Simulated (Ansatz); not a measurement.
# HfO2 (P2_1/c) in Ansatz: further runs, part 2 of 2

Ansatz 0.2.0. The steps go on from the part before.

### 3 Band structure, RPBE

input.yaml reads:

```yaml
crystal:
  lattice:
    - [5.118, 0.0, 0.0]
    - [0.0, 5.1857, 0.0]
    - [-0.8586630598, 0.0, 5.2138671406]
  atoms:
    - { symbol: Hf, position: [0.2755, 0.4603, 0.708] }
    - { symbol: Hf, position: [0.7245, 0.9603, 0.792] }
    - { symbol: Hf, position: [0.7245, 0.5397, 0.292] }
    - { symbol: Hf, position: [0.2755, 0.0397, 0.208] }
    - { symbol: O, position: [0.0742, 0.1684, 0.8467] }
    - { symbol: O, position: [0.9258, 0.6684, 0.6533] }
    - { symbol: O, position: [0.9258, 0.8316, 0.1533] }
    - { symbol: O, position: [0.0742, 0.3316, 0.3467] }
    - { symbol: O, position: [0.4487, 0.7419, 0.9801] }
    - { symbol: O, position: [0.5513, 0.2419, 0.5199] }
    - { symbol: O, position: [0.5513, 0.2581, 0.0199] }
    - { symbol: O, position: [0.4487, 0.7581, 0.4801] }
hamiltonian:
  xc: rpbe
  pseudopotentials: { kind: paw }
kpoints:
  mp_grid: { grid: [5, 5, 5] }
  band_path:
    path:
      - [[0.0, 0.0, 0.0], [0.0, 0.0, 0.5], [-0.4327310173, 0.0, 0.5726006525], [-0.5, 0.0, 0.5], [-0.5, 0.5, 0.5], [-0.5672689827, 0.5, 0.4273993475], [-0.5, 0.5, 0.0], [-0.5, 0.0, 0.0], [-0.5672689827, 0.0, 0.4273993475]]
      - [[-0.4327310173, 0.5, 0.5726006525], [0.0, 0.5, 0.5], [0.0, 0.5, 0.0]]
      - [[0.0, 0.0, 0.5], [0.0, 0.5, 0.5]]
    npoints: 10
scf:
  occupations: { method: fermi_dirac, width: 0.05 }
  n_extra_bands: 30
output:
  forces: true
  stress: true
  eigenvalues: true
  fatbands: false
  write_density: true
  write_potential: true
  elf: true
  volumetric_format: npy
```

Potentials or basis: Ansatz PAW.

The run is started by

```
$ ansatz run input.yaml --threads 2 --pin off --max-ram 5120MiB --backend cpu --events-out ev --progress --plain --runs-dir out
```

Log:

```text
Warning: RAYON_NUM_THREADS=2 ignored (pool sized by the plan → 2); use --threads N
scf.n_extra_bands = 30 over 76 filled bands (N_el = 152.0): the run solves 106 bands
[... 82 lines left out ...]
  k-point 2: bands = ["-46.0877", "-46.0815", "-46.0721", "-46.0721", "-15.0820", "-15.0633", "-15.0315", "-14.9899", "-14.9711", "-14.8688", "-14.7842", "-14.7794", "-14.7542", "-14.7302", "-14.7138", "-14.7010", "-3.3127", "-2.8040", "-2.4169", "-2.3643", "-2.0189", "-1.9716", "-1.9199", "-1.8004", "4.0450", "4.0468", "4.0609", "4.0623", "4.0648", "4.0713", "4.0730", "4.0741", "4.0770", "4.0799", "4.0816", "4.0849", "4.0877", "4.0886", "4.0911", "4.0932", "4.0949", "4.1005", "4.1016", "4.1024", "4.1150", "4.1183", "4.1302", "4.1325", "4.1374", "4.1431", "4.1488", "4.1638", "9.3404", "9.7209", "9.7314", "10.0218", "10.3274", "10.4577", "10.6152", "10.6870", "10.8143", "11.4611", "11.6162", "11.6921", "11.8472", "12.1713", "12.1717", "12.6349", "12.6562", "12.8709", "13.0258", "13.3568", "13.5753", "13.6113", "13.7165", "13.8985", "19.1277", "19.2562", "19.5405", "19.7206", "20.4671", "20.5622", "21.0592", "21.0976", "21.1711", "21.2390", "21.8731", "21.9413", "22.1480", "22.5079", "23.0141", "23.3002", "23.3708", "23.7920", "24.0011", "24.5867", "24.9732", "25.0121", "27.2571", "27.7377", "28.2322", "28.3694", "28.5103", "28.7718", "29.4624", "30.0576"]
  k-point 38: bands = ["-46.0847", "-46.0815", "-46.0743", "-46.0729", "-15.1443", "-15.1180", "-15.0720", "-15.0321", "-14.9053", "-14.8434", "-14.7888", "-14.7590", "-14.7332", "-14.7223", "-14.6847", "-14.6665", "-3.1301", "-2.8542", "-2.4977", "-2.4583", "-2.0656", "-1.9956", "-1.8051", "-1.7926", "4.0517", "4.0577", "4.0593", "4.0623", "4.0660", "4.0702", "4.0723", "4.0760", "4.0778", "4.0824", "4.0828", "4.0844", "4.0868", "4.0883", "4.0928", "4.0945", "4.0983", "4.0987", "4.1011", "4.1033", "4.1122", "4.1135", "4.1175", "4.1214", "4.1312", "4.1344", "4.1524", "4.1690", "9.5418", "9.7689", "9.9177", "10.1069", "10.2283", "10.3078", "10.4700", "10.5987", "11.1006", "11.4477", "11.6146", "11.8504", "11.9674", "12.0602", "12.4539", "12.6673", "12.7282", "13.0041", "13.0858", "13.1140", "13.3407", "13.3993", "13.5058", "13.6633", "19.0686", "19.2042", "19.6106", "19.8399", "20.2391", "20.2961", "20.5824", "20.7290", "20.9054", "21.2023", "21.7536", "22.0037", "22.3597", "22.4895", "23.0586", "23.5847", "23.7916", "24.2048", "24.3661", "24.8066", "25.2035", "25.7078", "25.9196", "26.4510", "27.1487", "27.4033", "27.8879", "28.2795", "30.2527", "30.4736"]
```

bands.tsv:

```text
[... 137 lines left out ...]
```

rho_z.tsv:

```text
# z_ang	rho[e/angstrom^3]
# format = ansatz-planar-average/11
# lattice	5.118000000	0.000000000	0.000000000
# lattice	0.000000000	5.185700000	0.000000000
# lattice	-0.858663060	0.000000000	5.213867141
# sites	12
# site	72	0.802075554	2.386977710	3.691417936
# site	72	3.027929857	4.979827710	4.129382775
# site	72	3.457261387	2.798722290	1.522449205
# site	72	1.231407084	0.205872290	1.084484365
# site	8	-0.347274413	0.873271880	4.414581308
# site	8	4.177279823	3.466121880	3.406219403
# site	8	4.606611353	4.312428120	0.799285833
# site	8	0.082057117	1.719578120	1.807647738
# site	8	1.454870935	3.847270830	5.110111185
# site	8	2.375134475	1.254420830	2.710689526
# site	8	2.804466005	1.338429170	0.103755956
# site	8	1.884202465	3.931279170	2.503177614
0.000000	6.512935e-1
0.146781	6.398964e-1
0.293561	6.286251e-1
0.440342	6.715897e-1
0.587122	8.143475e-1
0.733903	1.059691e0
[... 28 lines left out ...]
4.990539	6.286251e-1
5.137319	6.398964e-1
```

Run time: 40 s. Hardware: 2 threads of Intel Xeon Platinum 8259CL at 2.50GHz (Skylake/Cascade Lake), shared host; peak memory 1.2 GiB.

What came out:

| Quantity | Value |
| --- | --- |
| Free energy | -67509.7263 eV |
| Pressure | 10.7 GPa |
| Largest force | 0.503 eV/Å |
| Band gap on the k mesh | 4.29 eV, indirect (least direct gap 4.36 eV) |
| Band gap along the path | 4.24 eV, indirect (least direct gap 4.31 eV) |

Forces on the atoms (eV/Å):
```
Hf   0.218  0.019  0.109
Hf  -0.218  0.019 -0.109
Hf  -0.218 -0.019 -0.109
Hf   0.218 -0.019  0.109
O   -0.425 -0.182 -0.197
O    0.425 -0.182  0.197
O    0.425  0.182  0.197
O   -0.425  0.182 -0.197
O   -0.193  0.029 -0.073
O    0.193  0.029  0.073
O    0.193 -0.029  0.073
O   -0.193 -0.029 -0.073
```

Stress tensor (GPa, compression positive):
```
10.70  0.00  0.70
 0.00 10.16  0.00
 0.70  0.00 11.34
```

Levels at the corners of the path, in eV from the valence-band top:
```csv
point,band 74,band 75,band 76,band 77,band 78,band 79
Γ,-0.47,-0.14,0.00,4.70,5.22,5.41
Y,-0.78,-0.46,-0.46,4.92,4.92,5.34
H,-0.71,-0.62,-0.34,4.47,4.67,5.57
C,-0.92,-0.49,-0.49,4.56,4.56,5.66
E,-0.99,-0.70,-0.70,4.74,4.74,5.43
M1,-0.98,-0.67,-0.67,4.75,4.75,5.46
A,-0.85,-0.56,-0.56,4.95,4.95,5.40
X,-0.53,-0.46,-0.09,4.24,5.28,5.36
H1,-0.71,-0.62,-0.34,4.47,4.67,5.57
M,-0.98,-0.67,-0.67,4.75,4.75,5.46
D,-0.89,-0.59,-0.59,5.10,5.10,5.27
Z,-0.78,-0.40,-0.40,5.22,5.22,5.70
Y,-0.78,-0.46,-0.46,4.92,4.92,5.34
D,-0.89,-0.59,-0.59,5.10,5.10,5.27
```

Caveat: the k mesh misses the band edges, so the gap on the mesh is wider than the one along the path; the pressure holds a Pulay correction of +0.7 GPa for the finite cutoff; spin-orbit coupling is left out, which moves the levels of the heavy elements; the PAW data sets come from PBE, with cores solved anew for the run's functional, which leaves a small shift of forces and pressure.

### 4 Single point, exchange-only PBE, 10.84 Å³/atom (volume scaled by 0.94)

input.yaml reads:

```yaml
crystal:
  lattice:
    - [5.0135217044, 0.0, 0.0]
    - [0.0, 5.079839684, 0.0]
    - [-0.8411344054, 0.0, 5.1074318236]
  atoms:
    - { symbol: Hf, position: [0.2755, 0.4603, 0.708] }
    - { symbol: Hf, position: [0.7245, 0.9603, 0.792] }
    - { symbol: Hf, position: [0.7245, 0.5397, 0.292] }
    - { symbol: Hf, position: [0.2755, 0.0397, 0.208] }
    - { symbol: O, position: [0.0742, 0.1684, 0.8467] }
    - { symbol: O, position: [0.9258, 0.6684, 0.6533] }
    - { symbol: O, position: [0.9258, 0.8316, 0.1533] }
    - { symbol: O, position: [0.0742, 0.3316, 0.3467] }
    - { symbol: O, position: [0.4487, 0.7419, 0.9801] }
    - { symbol: O, position: [0.5513, 0.2419, 0.5199] }
    - { symbol: O, position: [0.5513, 0.2581, 0.0199] }
    - { symbol: O, position: [0.4487, 0.7581, 0.4801] }
hamiltonian:
  xc: { exchange: pbe, correlation: none }
  pseudopotentials: { kind: paw }
kpoints:
  mp_grid: { grid: [5, 5, 5] }
scf:
  occupations: { method: fermi_dirac, width: 0.05 }
output:
  forces: true
  stress: true
  eigenvalues: true
  write_density: true
  write_potential: true
  elf: true
  volumetric_format: npy
```

The run is started by

```
$ ansatz run input.yaml --threads 2 --pin off --max-ram 5120MiB --backend cpu --events-out ev --progress --plain --runs-dir out
```

It took 18 s on 2 threads of Intel Xeon Platinum 8259CL at 2.50GHz (Skylake/Cascade Lake), shared host; peak memory 0.71 GiB.

It converged, with:

| Quantity | Value |
| --- | --- |
| Free energy | -66912.4368 eV |
| Pressure | 46.6 GPa |
| Largest force | 0.875 eV/Å |
| Band gap on the k mesh | 4.53 eV, indirect (least direct gap 4.57 eV) |

Caveat: odd divisions of the mesh miss points on the zone boundary, where band edges often lie, so the gap on the mesh can be too wide; the pressure holds a Pulay correction of +0.9 GPa for the finite cutoff; spin-orbit coupling is left out, which moves the levels of the heavy elements; the PAW data sets come from PBE, with cores solved anew for the run's functional, which leaves a small shift of forces and pressure.

### 5 Single point, exchange-only PBE, 11.07 Å³/atom (volume scaled by 0.96)

Edit input.yaml of step 4 so:

```diff
@@ -2,5 +2,5 @@
   lattice:
-    - [5.0135217044, 0.0, 0.0]
-    - [0.0, 5.079839684, 0.0]
-    - [-0.8411344054, 0.0, 5.1074318236]
+    - [5.0488293586, 0.0, 0.0]
+    - [0.0, 5.1156143815, 0.0]
+    - [-0.8470580823, 0.0, 5.1434008384]
   atoms:
```

The run is started by

```
$ ansatz run input.yaml --threads 2 --pin off --max-ram 5120MiB --backend cpu --events-out ev --progress --plain --runs-dir out
```

Wall time 18 s (2 threads of Intel Xeon Platinum 8259CL at 2.50GHz (Skylake/Cascade Lake), shared host); peak memory 0.71 GiB.

The run converged. Its results:

```
Free energy            : -66913.1750 eV
Pressure               : 39.1 GPa
Largest force          : 0.786 eV/Å
Band gap on the k mesh : 4.45 eV, indirect (least direct gap 4.50 eV)
```

Caveat: odd divisions of the mesh miss points on the zone boundary, where band edges often lie, so the gap on the mesh can be too wide; the pressure holds a Pulay correction of +0.9 GPa for the finite cutoff; spin-orbit coupling is left out, which moves the levels of the heavy elements; the PAW data sets come from PBE, with cores solved anew for the run's functional, which leaves a small shift of forces and pressure.

### 6 Single point, exchange-only PBE, 11.30 Å³/atom (volume scaled by 0.98)

Edit input.yaml of step 5 so:

```diff
@@ -2,5 +2,5 @@
   lattice:
-    - [5.0488293586, 0.0, 0.0]
-    - [0.0, 5.1156143815, 0.0]
-    - [-0.8470580823, 0.0, 5.1434008384]
+    - [5.0836499717, 0.0, 0.0]
+    - [0.0, 5.1508955956, 0.0]
+    - [-0.8529000468, 0.0, 5.1788736893]
   atoms:
```

Potentials or basis: Ansatz PAW.

The run is started by

```
$ ansatz run input.yaml --threads 2 --pin off --max-ram 5120MiB --backend cpu --events-out ev --progress --plain --runs-dir out
```

It took 18 s on 2 threads of Intel Xeon Platinum 8259CL at 2.50GHz (Skylake/Cascade Lake), shared host; peak memory 0.71 GiB.

The run converged. Its results:

- Free energy: -66913.7912 eV
- Pressure: 32.3 GPa
- Largest force: 0.703 eV/Å
- Band gap on the k mesh: 4.38 eV, indirect (least direct gap 4.43 eV)

Caveat: odd divisions of the mesh miss points on the zone boundary, where band edges often lie, so the gap on the mesh can be too wide; the pressure holds a Pulay correction of +0.9 GPa for the finite cutoff; spin-orbit coupling is left out, which moves the levels of the heavy elements; the PAW data sets come from PBE, with cores solved anew for the run's functional, which leaves a small shift of forces and pressure.

### 7 Single point, exchange-only PBE, 11.53 Å³/atom

Edit input.yaml of step 6 so:

```diff
@@ -2,5 +2,5 @@
   lattice:
-    - [5.0836499717, 0.0, 0.0]
-    - [0.0, 5.1508955956, 0.0]
-    - [-0.8529000468, 0.0, 5.1788736893]
+    - [5.118, 0.0, 0.0]
+    - [0.0, 5.1857, 0.0]
+    - [-0.8586630598, 0.0, 5.2138671406]
   atoms:
@@ -29,5 +29 @@
   eigenvalues: true
-  write_density: true
-  write_potential: true
-  elf: true
-  volumetric_format: npy
```

The run is started by

```
$ ansatz run input.yaml --threads 2 --pin off --max-ram 5120MiB --backend cpu --events-out ev --progress --plain --runs-dir out
```

It took 15 s on 2 threads of Intel Xeon Platinum 8259CL at 2.50GHz (Skylake/Cascade Lake), shared host; peak memory 0.7 GiB.

It converged, with:

```
Free energy            : -66914.2949 eV
Pressure               : 26.1 GPa
Largest force          : 0.627 eV/Å
Band gap on the k mesh : 4.30 eV, indirect (least direct gap 4.36 eV)
```

Caveat: odd divisions of the mesh miss points on the zone boundary, where band edges often lie, so the gap on the mesh can be too wide; the pressure holds a Pulay correction of +0.9 GPa for the finite cutoff; spin-orbit coupling is left out, which moves the levels of the heavy elements; the PAW data sets come from PBE, with cores solved anew for the run's functional, which leaves a small shift of forces and pressure.

### 8 Single point, exchange-only PBE, 11.76 Å³/atom (volume scaled by 1.02)

Edit input.yaml of step 7 so:

```diff
@@ -2,5 +2,5 @@
   lattice:
-    - [5.118, 0.0, 0.0]
-    - [0.0, 5.1857, 0.0]
-    - [-0.8586630598, 0.0, 5.2138671406]
+    - [5.1518950275, 0.0, 0.0]
+    - [0.0, 5.220043385, 0.0]
+    - [-0.8643497359, 0.0, 5.2483970684]
   atoms:
```

The run is started by

```
$ ansatz run input.yaml --threads 2 --pin off --max-ram 5120MiB --backend cpu --events-out ev --progress --plain --runs-dir out
```

Run time: 14 s. Hardware: 2 threads of Intel Xeon Platinum 8259CL at 2.50GHz (Skylake/Cascade Lake), shared host; peak memory 0.73 GiB.

The run converged. Its results:

```
Free energy            : -66914.6974 eV
Pressure               : 20.5 GPa
Largest force          : 0.557 eV/Å
Band gap on the k mesh : 4.23 eV, indirect (least direct gap 4.29 eV)
```

Caveat: odd divisions of the mesh miss points on the zone boundary, where band edges often lie, so the gap on the mesh can be too wide; the pressure holds a Pulay correction of +0.9 GPa for the finite cutoff; spin-orbit coupling is left out, which moves the levels of the heavy elements; the PAW data sets come from PBE, with cores solved anew for the run's functional, which leaves a small shift of forces and pressure.

### 9 Single point, exchange-only PBE, 11.99 Å³/atom (volume scaled by 1.04)

Edit input.yaml of step 8 so:

```diff
@@ -2,5 +2,5 @@
   lattice:
-    - [5.1518950275, 0.0, 0.0]
-    - [0.0, 5.220043385, 0.0]
-    - [-0.8643497359, 0.0, 5.2483970684]
+    - [5.1853498288, 0.0, 0.0]
+    - [0.0, 5.2539407204, 0.0]
+    - [-0.8699625537, 0.0, 5.2824785238]
   atoms:
@@ -29 +29,5 @@
   eigenvalues: true
+  write_density: true
+  write_potential: true
+  elf: true
+  volumetric_format: npy
```

Potentials or basis: Ansatz PAW.

The run is started by

```
$ ansatz run input.yaml --threads 2 --pin off --max-ram 5120MiB --backend cpu --events-out ev --progress --plain --runs-dir out
```

Run time: 20 s. Hardware: 2 threads of Intel Xeon Platinum 8259CL at 2.50GHz (Skylake/Cascade Lake), shared host; peak memory 0.73 GiB.

The run converged. Its results:

```
Free energy            : -66915.0078 eV
Pressure               : 15.5 GPa
Largest force          : 0.494 eV/Å
Band gap on the k mesh : 4.16 eV, indirect (least direct gap 4.22 eV)
```

Caveat: odd divisions of the mesh miss points on the zone boundary, where band edges often lie, so the gap on the mesh can be too wide; the pressure holds a Pulay correction of +0.8 GPa for the finite cutoff; spin-orbit coupling is left out, which moves the levels of the heavy elements; the PAW data sets come from PBE, with cores solved anew for the run's functional, which leaves a small shift of forces and pressure.

### 10 Single point, exchange-only PBE, 12.22 Å³/atom (volume scaled by 1.06)

Edit input.yaml of step 9 so:

```diff
@@ -2,5 +2,5 @@
   lattice:
-    - [5.1853498288, 0.0, 0.0]
-    - [0.0, 5.2539407204, 0.0]
-    - [-0.8699625537, 0.0, 5.2824785238]
+    - [5.2183784252, 0.0, 0.0]
+    - [0.0, 5.2874062132, 0.0]
+    - [-0.8755038659, 0.0, 5.316125791]
   atoms:
@@ -29,5 +29 @@
   eigenvalues: true
-  write_density: true
-  write_potential: true
-  elf: true
-  volumetric_format: npy
```

The run is started by

```
$ ansatz run input.yaml --threads 2 --pin off --max-ram 5120MiB --backend cpu --events-out ev --progress --plain --runs-dir out
```

Run time: 15 s. Hardware: 2 threads of Intel Xeon Platinum 8259CL at 2.50GHz (Skylake/Cascade Lake), shared host; peak memory 0.74 GiB.

The run converged. Its results:

```
Free energy            : -66915.2339 eV
Pressure               : 10.8 GPa
Largest force          : 0.438 eV/Å
Band gap on the k mesh : 4.09 eV, indirect (least direct gap 4.16 eV)
```

Caveat: odd divisions of the mesh miss points on the zone boundary, where band edges often lie, so the gap on the mesh can be too wide; the pressure holds a Pulay correction of +0.8 GPa for the finite cutoff; spin-orbit coupling is left out, which moves the levels of the heavy elements; the PAW data sets come from PBE, with cores solved anew for the run's functional, which leaves a small shift of forces and pressure.

### 11 Equation of state, exchange-only PBE

This step only gathers the single runs of the series.

Results:

| Quantity | Value |
| --- | --- |
| Equilibrium volume | 12.86 Å³/atom (rough: see the caveat) |
| Bulk modulus at fixed shape and positions | 192 GPa (rough) |

Energy against volume, from the lowest point:
```csv
volume (Å³/atom),energy (meV/atom)
10.840,233.09
11.070,171.58
11.301,120.23
11.532,78.25
11.762,44.71
11.993,18.85
12.223,0.00
```

Caveat: the potentials were made for another functional, which shifts forces and pressure; the minimum lies outside the volumes run; the cell was scaled at fixed shape and fractional positions, which overstates the stiffness of a crystal with free parameters, most of all of layers and chains.

### 12 Summary

```csv
task,level,points for each segment of the path,gap on the mesh (eV),pressure (GPa),largest force (eV/Å)
band structure,PBE,10,4.21,5.9,0.48
band structure,RPBE,10,4.29,10.7,0.50
equation of state,exchange-only PBE,-,-,-,-
```

Alike in all rows: potentials or basis Ansatz PAW; no spin polarisation; cell as given; k mesh 5 × 5 × 5; cutoff (eV) 420; smearing fermi-dirac 0.05 eV.

Caveats: the k mesh misses the band edges, so the gap on the mesh is wider than the one along the path (some runs); spin-orbit coupling is left out, which moves the levels of the heavy elements (some runs); the PAW data sets come from PBE, with cores solved anew for the run's functional, which leaves a small shift of forces and pressure (some runs); the potentials were made for another functional, which shifts forces and pressure (some runs); the minimum lies outside the volumes run (some runs); the cell was scaled at fixed shape and fractional positions, which overstates the stiffness of a crystal with free parameters, most of all of layers and chains (some runs).

Absolute energies hang on the potentials; compare differences alone.

### 13 How close it comes

Step 2. A measured gap of HfO2 is 5.54 eV (indirect; quoted in “Temperature dependence of self-trapped exciton luminescence in nanostructured hafnia powder”, 2021, arxiv:2112.02602); the calculated 4.15 eV misses it by -1.39 eV. Spin-orbit coupling on Hf is left out. The value is that of PBE, without temperature or zero-point motion. Semilocal functionals fall short of measured gaps as a rule.

Step 3. A measured gap of HfO2 is 5.54 eV (indirect; quoted in “Temperature dependence of self-trapped exciton luminescence in nanostructured hafnia powder”, 2021, arxiv:2112.02602); the calculated 4.24 eV misses it by -1.30 eV. Spin-orbit coupling on Hf is left out. The value is that of RPBE, without temperature or zero-point motion. Semilocal functionals fall short of measured gaps as a rule.
